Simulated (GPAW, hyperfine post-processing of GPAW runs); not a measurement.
# From spin density to shift: 87Sr in Sr2Mn2O5

A spin-polarised calculation (DFT, revPBE+U, plane-wave PAW, GPAW setups, collinear spin, scalar-relativistic; GPAW) with all Mn moments parallel (S = 2 each) puts a spin density ρ↑ − ρ↓ of 0.1151 e/Å³, counted along the moments, at one Sr nucleus (8 Mn through links of 86 to 94° (20)). Take g = 2, spin-only moments and Θ = 0 K (a pure Curie law); γ/2π of 87Sr is -1.8511 MHz/T.

**Task.** Find the contact field, the hyperfine constant and the contact shift at 298 K and 360 K, supposing that the crystal is a paramagnet with these local moments at both.

1. A spin density ρ_s carries a moment density μB ρ_s, and the contact field is B_c = (2μ₀/3) μB ρ_s. For 1 e/Å³ that is 7.769 T, so B_c = 0.8942 T.

2. With H = A S·I summed over the ions, A = γB_c/(2πS) = -1.8511 × 0.8942 / 2 = -0.828 MHz.

3. In a field B0 the paramagnet reaches only a fraction of saturation, M/M_sat = g μB (S + 1) B0 / [3 k_B (T − Θ)]. At 298 K this is 4.5081e-03 per tesla, or 2.12 % at 4.7 T.

4. The shift is that fraction of B_c over B0, so B0 drops out: δ = 0.8942 × 4.5081e-03 × 10⁶ = 4030 ppm at 298 K.

5. At 360 K it scales by (298 − Θ)/(360 − Θ) = 0.828, to 3340 ppm.

6. The sign says that the spin at the nucleus is parallel to the Mn moments, as where half-filled orbitals delocalise onto the site. Over this level and the 3 others of the session's ladder with the same moment and an open gap (any hybrids aside), the field runs from 0.822 to 1.14 T. Spin flips in this cell gave a rough Θ of 162 K, not relied on, which would scale the first shift by 2.19. Orbital and pseudocontact parts are not included.

[Hosts, paths, dates, database ids (printed as entryN), source tags and the programs' standing remarks are cut or masked in the printed files.]
